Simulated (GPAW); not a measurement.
ZnS (Wurtzite-2H): single point with RPBE

**What was measured.**

From a printed reference work, monograph, for a bulk crystal of ZnS at 4 K: band gap 3.911 eV (direct).

The system is ZnS (Wurtzite-2H).

```
CELL_PARAMETERS angstrom
3.81100 0.00000 0.00000
-1.90550 3.30042 0.00000
0.00000 0.00000 6.23400
ATOMIC_POSITIONS crystal
Zn 0.66667 0.33333 0.50000
Zn 0.33333 0.66667 0.00000
S 0.66667 0.33333 0.88500
S 0.33333 0.66667 0.38500
```

- Program: GPAW 26.7.0
- Task: single point
- Functional: RPBE
- Potentials or basis: the program's PAW data sets (release 1.2.1) made for this functional
- Cutoff: 450 eV
- Basis: pw
- k mesh: 7 × 7 × 4
- Occupations: fermi-dirac, width 0.05 eV
- Spin: no spin polarisation

* Pressure: 4.8 GPa
* Largest force: 0.340 eV/Å
* Band gap on the k mesh: 2.42 eV, direct

Forces in eV/Å, atoms in the order of the input:
```
Zn   0.000  0.000  0.340
Zn   0.000  0.000  0.340
S    0.000  0.000 -0.340
S    0.000  0.000 -0.340
```

Stress tensor (GPa, compression positive):
```
5.62 0.00 0.00
0.00 5.62 0.00
0.00 0.00 3.22
```

Levels at points of the mesh, in eV from the valence-band top:
| k point | band 16 | band 17 | band 18 | band 19 | band 20 | band 21 |
| --- | --- | --- | --- | --- | --- | --- |
| (0.00, 0.00, 0.00) | -0.01 | -0.01 | 0.00 | 2.42 | 3.12 | 6.36 |
| (0.00, 0.00, 0.50) | -0.45 | -0.45 | -0.45 | 3.64 | 3.64 | 6.77 |

Run time: 28 s on 1 thread of Arm Neoverse V1, on a shared host, peak memory 0.17 GiB.

Against the measured gap of ZnS, 3.911 eV (direct; 4 K; a printed reference work, monograph), the calculated 2.42 eV is off by -1.50 eV. The value is that of RPBE, without temperature or zero-point motion. Semilocal functionals fall short of measured gaps as a rule.

Caveat: the cutoff is short for stress and forces, so pressures can be off by a GPa or more.
